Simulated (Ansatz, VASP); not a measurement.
**Two plane-wave programs on Nb**

```
Nb
1.0
    -1.45560    1.45560    1.45560
     1.45560   -1.45560    1.45560
     1.45560    1.45560   -1.45560
Nb
1
Direct
  0.00000 0.00000 0.00000
```

Change from the starting cell: volume scaled by 0.72, PAW files.

Alike in both runs: task single point; functional LDA; k mesh 16 × 16 × 16; occupations fermi-dirac, width 0.1 eV; no spin polarisation.

|  | VASP | Ansatz |
| --- | --- | --- |
| version | VASP 6.6.1 | Ansatz 0.2.0 |
| potentials or method | VASP PAW LDA potentials, release 64 (Nb_sv) | PAW with Ansatz's default frozen-core files, scalar-relativistic |
| plane-wave cutoff (eV) | 520 | 420 |
| valence electrons in the cell | 13 | 13 |

```csv
,VASP,Ansatz,Ansatz less VASP
pressure (GPa),113.5,113.0,-0.51
```

Caveats: the cell as given lies far from equilibrium; so large a pressure means that the cell lies far from this level's equilibrium, or that cutoff or potentials fall short (VASP).
